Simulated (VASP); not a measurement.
# Hf (Im-3m) in VASP: further runs

One crystal, Hf, is run at these levels: PBEsol; tasks: relaxation of cell and atoms.

Everything below comes from runs of VASP 6.6.1. Logs are shortened: lines on timing, memory, paths and dates and some standing lists are left out, and cuts for length are marked.

## (1) Starting point

It takes space group Im-3m (No. 229, cubic). The conventional cell has a = 3.160 Å, b = 3.160 Å, c = 3.160 Å, α = 90.00°, β = 90.00°, γ = 90.00°. Hf (site symmetry m-3m) has 8 Hf at 2.74 Å as nearest neighbours.

This isn't the form of Hf at room conditions, which is hcp.

## (2) Relaxation of cell and atoms, PBEsol, target pressure 30 GPa, at which the enthalpy is minimised

Contents of INCAR:

```
SYSTEM = Hf
PREC = Accurate
ENCUT = 250
EDIFF = 1E-7
ISMEAR = 0
SIGMA = 0.1
LREAL = .FALSE.
LASPH = .TRUE.
NELM = 80
ALGO = Fast
ISIF = 3
LWAVE = .FALSE.
LCHARG = .FALSE.
GGA = PS
IBRION = 2
NSW = 80
EDIFFG = -0.002
PSTRESS = 300.0
```

Contents of KPOINTS:

```
Automatic mesh
0
G
  16 16 16
  0 0 0
```

Contents of POSCAR:

```
Hf                                      
1.0
   -1.5801917539      1.5801917539      1.5801917539
    1.5801917539     -1.5801917539      1.5801917539
    1.5801917539      1.5801917539     -1.5801917539
  Hf            
     1
Direct
     0.0000000000000000    0.0000000000000000    0.0000000000000000
```

Potentials or basis: VASP PAW PBE potentials, release 64 (Hf_pv).

Command:

```sh
> cat potpaw_PBE.64/Hf_pv/POTCAR > POTCAR
> mpirun -np 1 vasp_std > vasp.out
```

OUTCAR:

```text
SYSTEM = Hf
   PREC = Accurate
   ENCUT = 250
   EDIFF = 1E-7
   ISMEAR = 0
   LREAL = .FALSE.
   LASPH = .TRUE.
   NELM = 80
   ISIF = 3
   GGA = PS
   IBRION = 2
   NSW = 80
   EDIFFG = -0.002
   PSTRESS = 300.0

 ion  position               nearest neighbor table
   1  0.000  0.000  0.000-

  LATTYP: Found a body centered cubic cell.
 ALAT       =     3.1603835078

  Lattice vectors:

 A1 = (  -1.5801917539,   1.5801917539,   1.5801917539)
 A2 = (   1.5801917539,  -1.5801917539,   1.5801917539)
 A3 = (   1.5801917539,   1.5801917539,  -1.5801917539)

Analysis of symmetry for initial positions (statically):
=====================================================================
 Subroutine PRICEL returns:
 Original cell was already a primitive cell.

 Routine SETGRP: Setting up the symmetry group for a
 body centered cubic supercell.

 Subroutine GETGRP returns: Found 48 space group operations
 (whereof 48 operations were pure point group operations)
 out of a pool of 48 trial point group operations.

The static configuration has the point symmetry O_h .

Analysis of symmetry for dynamics (positions and initial velocities):
=====================================================================
 Subroutine PRICEL returns:
 Original cell was already a primitive cell.

 Routine SETGRP: Setting up the symmetry group for a
 body centered cubic supercell.

 Subroutine GETGRP returns: Found 48 space group operations
 (whereof 48 operations were pure point group operations)
 out of a pool of 48 trial point group operations.

The dynamic configuration has the point symmetry O_h .

 Subroutine INISYM returns: Found 48 space group operations
 (whereof 48 operations are pure point group operations),
 and found     1 'primitive' translations

----------------------------------------------------------------------------------------

                                     Primitive cell

  volume of cell :      15.7830

  direct lattice vectors                    reciprocal lattice vectors
    -1.580191754  1.580191754  1.580191754     0.000000000  0.316417295  0.316417295
     1.580191754 -1.580191754  1.580191754     0.316417295  0.000000000  0.316417295
     1.580191754  1.580191754 -1.580191754     0.316417295  0.316417295  0.000000000

  length of vectors
     2.736972403  2.736972403  2.736972403     0.447481630  0.447481630  0.447481630

  position of ions in fractional coordinates (direct lattice)
     0.000000000  0.000000000  0.000000000
[... 105 lines left out ...]
   LEPSILON=     F    determine dielectric tensor
   LRPA    =     F    only Hartree local field effects (RPA)
 conjugate gradient relaxation of ions
 non-spin polarized calculation
 RMM-DIIS sequential band-by-band and
 Gauss-broadening in eV      SIGMA  =   0.10
  energy-cutoff  :      250.00
  volume of cell :       15.78
 maximum number of plane-waves:       150
   NGX =  7   NGY =  7   NGZ =  7

--------------------------------------- Ionic step        1  -------------------------------------------

 number of electron      10.0000000 magnetization

 number of electron       9.9999982 magnetization

 Free energy of the ion-electron system (eV)
  ---------------------------------------------------
  ext. energy  EPLUGINS =         0.00000000
  ---------------------------------------------------
  free energy    TOTEN  =        -9.63110685 eV

  energy without entropy =       -9.62622170  energy(sigma->0) =       -9.62866428

------------------------ aborting loop because EDIFF is reached ----------------------------------------

  FORCE on cell =-STRESS in cart. coord.  units (eV):
  Direction    XX          YY          ZZ          XY          YZ          ZX
  --------------------------------------------------------------------------------------
  -------------------------------------------------------------------------------------
  Total        4.9259755      4.9259755      4.9259755      0.0000000      0.0000000     -0.0000000
  in kB      500.0500368    500.0500368    500.0500368      0.0000000      0.0000000     -0.0000000
  external PRESSURE =     200.0500368 kB  Pullay stress =     300.0000000 kB
[... 94 lines left out ...]
  energy  without entropy=       -9.9992898052  energy(sigma->0) =      -10.00267973

  enthalpy is  TOTEN    =        -6.7602660673 eV   P V=        3.2458035791

[... ionic steps 4 to 13 ...]

--------------------------------------- Ionic step       14  -------------------------------------------

 number of electron      10.0000021 magnetization

------------------------ aborting loop because EDIFF is reached ----------------------------------------
[... 69 lines left out ...]
--------------------------------------- Ionic step       16  -------------------------------------------

 number of electron      10.0000021 magnetization

 Free energy of the ion-electron system (eV)
  ---------------------------------------------------
  ext. energy  EPLUGINS =         0.00000000
  ---------------------------------------------------
  free energy    TOTEN  =        -9.98764627 eV

  energy without entropy =       -9.98098061  energy(sigma->0) =       -9.98431344

 E-fermi :   6.2919     XC(G=0): -12.6436

 val. band max:        6.2806054177   @ k =   0.1250   0.1250   0.0625
 cond. band min:       6.2922444972   @ k =  -0.2500   0.3125   0.0625
 fundamental gap:      0.0116390795
 Fermi energy:         6.2919087895

 k-point     1 :       0.0000    0.0000    0.0000
  band No.  band energies     occupation
      1     -22.4217      2.00000
      2     -22.4217      2.00000
      3     -22.4217      2.00000
      4      -1.4718      2.00000
      5       7.9724      0.00000
      6       7.9724      0.00000
      7       7.9724      0.00000
      8      11.5898      0.00000
      9      11.5898      0.00000
[... 265 lines left out ...]
 k-point    24 :       0.2500    0.1875    0.0000
  band No.  band energies     occupation
      1     -23.9119      2.00000
      2     -23.0360      2.00000
      3     -22.5899      2.00000
      4       3.0124      2.00000
      5       5.5135      2.00000
      6       6.3869      0.17913
      7      10.8625      0.00000
      8      12.8259      0.00000
      9      14.8992      0.00000

 [... further k-points ...]

------------------------ aborting loop because EDIFF is reached ----------------------------------------

  FORCE on cell =-STRESS in cart. coord.  units (eV):
  Direction    XX          YY          ZZ          XY          YZ          ZX
  --------------------------------------------------------------------------------------
  -------------------------------------------------------------------------------------
  Total        3.2256752      3.2256752      3.2256752      0.0000000      0.0000000      0.0000000
  in kB      299.8761388    299.8761388    299.8761388      0.0000000      0.0000000      0.0000000
  external PRESSURE =      -0.1238612 kB  Pullay stress =     300.0000000 kB
[... 20 lines left out ...]
  energy  without entropy=       -9.9809806076  energy(sigma->0) =       -9.98431344

  enthalpy is  TOTEN    =        -6.7606386861 eV   P V=        3.2270075847

 reached required accuracy - stopping structural energy minimisation
```

OSZICAR:

```text
N       E                     dE             d eps       ncg     rms          rms(c)
DAV:   1    -0.111080360811E-01   -0.11108E-01   -0.41085E+03  2796   0.611E+02
DAV:   2    -0.974329573911E+01   -0.97322E+01   -0.93198E+01  3331   0.901E+01
[... 121 lines left out ...]
DAV:   1    -0.998766291375E+01   -0.19955E-02   -0.42234E-04  2610   0.194E-01    0.440E-02
RMM:   2    -0.998765319823E+01    0.97155E-05   -0.13113E-05  2610   0.342E-02    0.188E-02
RMM:   3    -0.998764725874E+01    0.59395E-05   -0.11109E-05  2634   0.291E-02    0.850E-03
RMM:   4    -0.998764647341E+01    0.78533E-06   -0.78126E-07  2551   0.911E-03    0.197E-03
RMM:   5    -0.998764627643E+01    0.19697E-06   -0.23930E-07  1906   0.459E-03    0.841E-04
RMM:   6    -0.998764627080E+01    0.56348E-08   -0.31108E-08  1482   0.153E-03
  16 F= -.67606387E+01 E0= -.67573059E+01  d E =-.138074E-04
```

CONTCAR:

```text
Hf
   1.00000000000000
    -1.6272081377182630    1.6272081377182630    1.6272081377182630
     1.6272081377182630   -1.6272081377182630    1.6272081377182630
     1.6272081377182630    1.6272081377182630   -1.6272081377182630
  Hf
     1
Direct
     0.0000000000000000    0.0000000000000000    0.0000000000000000

  0.00000000E+00  0.00000000E+00  0.00000000E+00
```

It took 27 s on 1 thread of Intel Xeon Platinum 8488C (Sapphire Rapids), shared host; peak memory 0.12 GiB.

These settings aren't checked as converged: the numbers below hold their error.

What came out:

- Free energy: -9.9876 eV
- Relaxed volume: 17.23 Å³/atom
- Relaxed cell: a = 2.818 Å, b = 2.818 Å, c = 2.818 Å, α = 109.47°, β = 109.47°, γ = 109.47°
- Space group after relaxing (to 0.05 Å): Im-3m (No. 229)
- Energy change on relaxing (the enthalpy is what falls): -356.5 meV/atom
- Ionic steps: 16
- Band gap on the k mesh: none (metal or under the smearing width)

Caveat: the cutoff is under 1.25 times the usual one of these potentials, so pressure, stress and relaxed cells hold a basis-set (Pulay) error; the cell is relaxed towards a set pressure, so the enthalpy falls and the energy may rise; the PAW data sets were made with another functional, which shifts forces and pressure a little.

## (3) Relaxation of cell and atoms, PBEsol, target pressure 30 GPa, at which the enthalpy is minimised

This run uses another cell than the first one, of 17.23 Å³/atom, 1.092 times its volume.

INCAR is that of step 2.

KPOINTS is that of step 2.

Contents of POSCAR:

```
Hf                                      
1.0
   -1.6272081377      1.6272081377      1.6272081377
    1.6272081377     -1.6272081377      1.6272081377
    1.6272081377      1.6272081377     -1.6272081377
  Hf            
     1
Direct
     0.0000000000000000    0.0000000000000000    0.0000000000000000
```

Potentials or basis: VASP PAW PBE potentials, release 64 (Hf_pv).

Command:

```sh
> cat potpaw_PBE.64/Hf_pv/POTCAR > POTCAR
> mpirun -np 1 vasp_std > vasp.out
```

It took 14 s on 1 thread of Intel Xeon Platinum 8488C (Sapphire Rapids), shared host; peak memory 0.11 GiB.

These settings aren't checked as converged: the numbers below hold their error.

Results:

| Quantity | Value |
| --- | --- |
| Free energy | -10.0013 eV |
| Relaxed volume | 17.25 Å³/atom |
| Relaxed cell | a = 2.819 Å, b = 2.819 Å, c = 2.819 Å, α = 109.47°, β = 109.47°, γ = 109.47° |
| Space group after relaxing (to 0.05 Å) | Im-3m (No. 229) |
| Energy change on relaxing (the enthalpy is what falls) | -3.5 meV/atom |
| Ionic steps | 3 |
| Band gap on the k mesh | none (metal or under the smearing width) |

Caveat: the cutoff is under 1.25 times the usual one of these potentials, so pressure, stress and relaxed cells hold a basis-set (Pulay) error; the cell is relaxed towards a set pressure, so the enthalpy falls and the energy may rise; the PAW data sets were made with another functional, which shifts forces and pressure a little.
